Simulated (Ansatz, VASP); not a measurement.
One calculation of Na, two programs

File INCAR:

```
SYSTEM = Na
PREC = Accurate
ENCUT = 520
EDIFF = 1E-8
ISMEAR = -1
SIGMA = 0.03
LREAL = .FALSE.
LASPH = .TRUE.
NELM = 60
ALGO = Normal
ISIF = 2
LWAVE = .FALSE.
LCHARG = .FALSE.
GGA = PE
LEFG = .TRUE.
NBANDS = 10
```

Contents of KPOINTS:

```
regular mesh
0
G
  11 11 11
  0 0 0
```

Contents of POSCAR:

```
Na
1.0
   -2.1032881624      2.1032881624      2.1032881624
    2.1032881624     -2.1032881624      2.1032881624
    2.1032881624      2.1032881624     -2.1032881624
Na
1
Direct
    0.0000000000      0.0000000000      0.0000000000
```

Input for Ansatz:

```yaml
crystal:
  lattice:
    - [-2.1032881624, 2.1032881624, 2.1032881624]
    - [2.1032881624, -2.1032881624, 2.1032881624]
    - [2.1032881624, 2.1032881624, -2.1032881624]
  atoms:
    - { symbol: Na, position: [0.0, 0.0, 0.0] }
kpoints:
  mp_grid: { grid: [11, 11, 11] }
scf:
  occupations: { method: fermi_dirac, width: 0.03 }
hamiltonian:
  xc: pbe
  pseudopotentials: { kind: paw }
output:
  forces: true
  stress: true
  eigenvalues: true
  efg: { contact_densities: true }
```

Change from the starting cell: volume scaled by 0.98, PAW files.

Alike in both runs: task electric field gradients; functional PBE; k mesh 11 × 11 × 11; occupations fermi-dirac, width 0.03 eV; no spin polarisation.

|  | VASP | Ansatz |
| --- | --- | --- |
| version | VASP 6.6.1 | Ansatz 0.2.0 |
| potentials or method | VASP PAW PBE potentials, release 64 (Na_pv) | PAW with Ansatz's default frozen-core files, scalar-relativistic |
| plane-wave cutoff (eV) | 520 | 420 |
| valence electrons in the cell | 7 | 9 |

```tsv
	VASP	Ansatz	Ansatz less VASP
pressure (GPa)	-0.1	-0.1	0.00
Vzz of the field gradient on the site that differs most (V/Å²)	0.0	0.0	+0.01
```

The two sets of potentials don't hold the same shells in valence.
